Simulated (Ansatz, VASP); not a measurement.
## Two plane-wave programs on KF

The input INCAR:

```
PREC = Accurate
ENCUT = 520
EDIFF = 1E-7
ISMEAR = -1
SIGMA = 0.05
LREAL = False
LASPH = True
NELM = 100
ALGO = Normal
ISIF = 2
LWAVE = False
LCHARG = False
GGA = PE
NBANDS = 15
```

File KPOINTS:

```
Automatic mesh
0
Gamma
  8 8 8
```

File POSCAR:

```
KF
1.0
    3.2589550000      0.0000000000      0.0000000000
    0.0000000000      3.2589550000      0.0000000000
    0.0000000000      0.0000000000      3.2589550000
K F
1 1
Direct
   -0.0011440000      0.0091140000     -0.0103870000
    0.5052220000      0.4918970000      0.4872750000
```

input.yaml

```yaml
crystal:
  lattice:
    - [3.258955, 0.0, 0.0]
    - [0.0, 3.258955, 0.0]
    - [0.0, 0.0, 3.258955]
  atoms:
    - { symbol: K, position: [-0.001144, 0.009114, -0.010387] }
    - { symbol: F, position: [0.505222, 0.491897, 0.487275] }
hamiltonian:
  xc: pbe
  pseudopotentials: { kind: paw }
kpoints:
  mp_grid: { grid: [8, 8, 8] }
scf:
  occupations: { method: fermi_dirac, width: 0.05 }
output:
  forces: true
  stress: true
  eigenvalues: true
  write_density: true
  write_potential: true
  elf: true
  volumetric_format: npy
```

Change from the starting cell: atoms moved at random, drawn with an rms of 0.05 Å.

Alike in both runs: task single point; functional PBE; k mesh 8 × 8 × 8; occupations fermi-dirac, width 0.05 eV; no spin polarisation.

|  | VASP | Ansatz |
| --- | --- | --- |
| version | VASP 6.6.1 | Ansatz 0.2.0 |
| potentials or method | VASP PAW PBE potentials, release 64 (K_sv, F) | Ansatz PAW |
| plane-wave cutoff (eV) | 520 | 420 |
| valence electrons in the cell | 16 | 16 |

|  | VASP | Ansatz | Ansatz less VASP |
| --- | --- | --- | --- |
| gap on the k mesh at the Fermi level (eV) | 6.26 | 6.27 | +0.017 |
| least direct gap on the mesh (eV) | 6.31 | 6.32 | +0.016 |
| pressure (GPa) | 0.0 | 0.0 | +0.01 |
| rms of the force components (eV/Å) | 0.027 | 0.026 | -0.0018 |

Atom by atom the forces differ by 0.002 eV/Å (rms over components).

Caveats: the pressure holds a Pulay correction of +0.3 GPa for the finite cutoff (Ansatz). A k mesh can miss the band edges.
